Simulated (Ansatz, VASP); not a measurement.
**InP: VASP beside Ansatz**

File POSCAR:

```
InP
1.0
    0.0000000000      2.9537876420      2.9537876420
    2.9537876420      0.0000000000      2.9537876420
    2.9537876420      2.9537876420      0.0000000000
In P
1 1
Direct
    0.0000000000      0.0000000000      0.0000000000
    0.2500000000      0.2500000000      0.2500000000
```

Contents of INCAR.step1:

```
PREC = Accurate
ENCUT = 520
ISMEAR = 0
SIGMA = 0.01
LREAL = False
LASPH = True
NELM = 60
NBANDS = 16
GGA = PE
ALGO = Normal
EDIFF = 1E-4
LWAVE = True
LCHARG = False
```

The input INCAR.step2:

```
PREC = Accurate
ENCUT = 520
EDIFF = 1E-6
ISMEAR = 0
SIGMA = 0.01
LREAL = False
LASPH = True
NELM = 60
ALGO = Normal
ISIF = 2
LWAVE = False
LCHARG = True
METAGGA = R2SCAN
LMIXTAU = True
LELF = True
LVHAR = True
NBANDS = 16
ISTART = 1
```

File KPOINTS:

```
Automatic mesh
0
Gamma
  8 8 8
```

Input for Ansatz:

```yaml
crystal:
  lattice:
    - [0.0, 2.953787642, 2.953787642]
    - [2.953787642, 0.0, 2.953787642]
    - [2.953787642, 2.953787642, 0.0]
  atoms:
    - { symbol: In, position: [0.0, 0.0, 0.0] }
    - { symbol: P, position: [0.25, 0.25, 0.25] }
kpoints:
  mp_grid: { grid: [8, 8, 8] }
  band_path:
    path:
      - [0.0, 0.0, 0.0]
      - [-0.5, -0.5, 0.0]
      - [-0.375, -0.375, 0.25]
      - [-0.375, 0.0, 0.375]
      - [0.0, 0.0, 0.5]
      - [-0.5, -0.25, 0.25]
    npoints: 1
hamiltonian:
  xc: r2scan
scf:
  occupations: { method: fixed }
  n_extra_bands: 4
output:
  forces: true
  stress: true
  eigenvalues: true
```

Alike in both runs: task single point; functional r2SCAN; k mesh 8 × 8 × 8; no spin polarisation.

```csv
,VASP,Ansatz
version,VASP 6.6.1,Ansatz 0.2.0
potentials or method,"VASP PAW PBE potentials, release 64 (In_d, P)","plane waves, PAW"
plane-wave cutoff (eV),520,500
occupations,"gaussian, width 0.01 eV",fixed
valence electrons in the cell,18,18
```

Ansatz gave:

```
gap on the k mesh at the Fermi level (eV) : 1.03
pressure (GPa)                            : 0.0
```

Q: What did VASP give for the same quantities?

A: gap on the k mesh at the Fermi level (eV): 1.03; pressure (GPa): -0.1.

Caveats: the PAW data sets were made with another functional, which shifts forces and pressure a little (VASP); spin-orbit coupling is left out, which moves the levels of the heavy elements. r2SCAN opens gaps a little over a GGA but as a rule still falls short of measured ones.
